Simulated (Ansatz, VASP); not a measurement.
**AlCo3 in VASP and in Ansatz**

Contents of POSCAR:

```
AlCo3
1.0
    3.5749480000      0.0000000000      0.0000000000
    0.0000000000      3.5749480000      0.0000000000
    0.0000000000      0.0000000000      3.5749480000
Al Co
1 3
Direct
    0.0000000000      0.0000000000      0.0000000000
    0.5000000000      0.5000000000      0.0000000000
    0.5000000000      0.0000000000      0.5000000000
    0.0000000000      0.5000000000      0.5000000000
```

The input INCAR.step1:

```
SYSTEM = AlCo3
  PREC = Accurate
  ENCUT = 520
  ISMEAR = 0
  SIGMA = 0.1
  LREAL = .False.
  LASPH = .True.
  NELM = 150
  ISPIN = 2
  MAGMOM = 0 1.76 1.76 1.76
  LMAXMIX = 4
  NBANDS = 27
  GGA = PE
  ALGO = Normal
  EDIFF = 1E-4
  LWAVE = .True.
  LCHARG = .False.
```

The input INCAR.step2:

```
SYSTEM = AlCo3
  PREC = Accurate
  ENCUT = 520
  EDIFF = 1E-7
  ISMEAR = 0
  SIGMA = 0.1
  LREAL = .False.
  LASPH = .True.
  NELM = 150
  ALGO = Normal
  ISIF = 2
  LWAVE = .False.
  LCHARG = .False.
  ISPIN = 2
  MAGMOM = 0 1.76 1.76 1.76
  LORBIT = 11
  LMAXMIX = 4
  METAGGA = R2SCAN
  LMIXTAU = .True.
  NBANDS = 27
  ISTART = 1
```

KPOINTS

```
Automatic mesh
0
Gamma
  4 4 4
  0 0 0
```

Input for Ansatz:

```yaml
crystal:
  lattice:
    - [3.574948, 0.0, 0.0]
    - [0.0, 3.574948, 0.0]
    - [0.0, 0.0, 3.574948]
  atoms:
    - { symbol: Al, position: [0.0, 0.0, 0.0] }
    - { symbol: Co, position: [0.5, 0.5, 0.0], spin: 1.76 }
    - { symbol: Co, position: [0.5, 0.0, 0.5], spin: 1.76 }
    - { symbol: Co, position: [0.0, 0.5, 0.5], spin: 1.76 }
basis:
  ecutwfc: 500
kpoints:
  mp_grid: { grid: [4, 4, 4] }
hamiltonian:
  xc: r2scan
scf:
  occupations: { method: gaussian, width: 0.1 }
output:
  forces: true
  stress: true
  eigenvalues: true
  populations: true
magnetization:
  spin_polarized: true
```

Alike in both runs: task single point; functional r2SCAN; k mesh 4 × 4 × 4; occupations gaussian, width 0.1 eV; collinear spin.

```csv
,VASP,Ansatz
version,VASP 6.6.1,Ansatz 0.2.0
potentials or method,"VASP PAW PBE potentials, release 64 (Al, Co)","scalar-relativistic, plane waves, PAW"
plane-wave cutoff (eV),520,500
valence electrons in the cell,30,54
```

```csv
,VASP,Ansatz,Ansatz less VASP
gap on the k mesh at the Fermi level (eV),none,none,-
pressure (GPa),1.4,1.4,0.00
net moment per atom (μB),1.14,1.14,+0.004
size of the moment on the site where the two differ most (μB),0.04,0.06,+0.027
```

Site moments also hang on the region over which each program counts them. A gap of «none» marks a metal or a gap that the smearing closes. With one functional, cell and mesh, what is left measures potentials, basis and numerics. The two sets of potentials don't hold the same shells in valence. Ansatz warned: «stability_check_not_made».

Caveats: the k mesh is coarse (spacing up to 0.44 Å⁻¹), so the values aren't converged; the PAW data sets were made with another functional, which shifts forces and pressure a little (VASP).
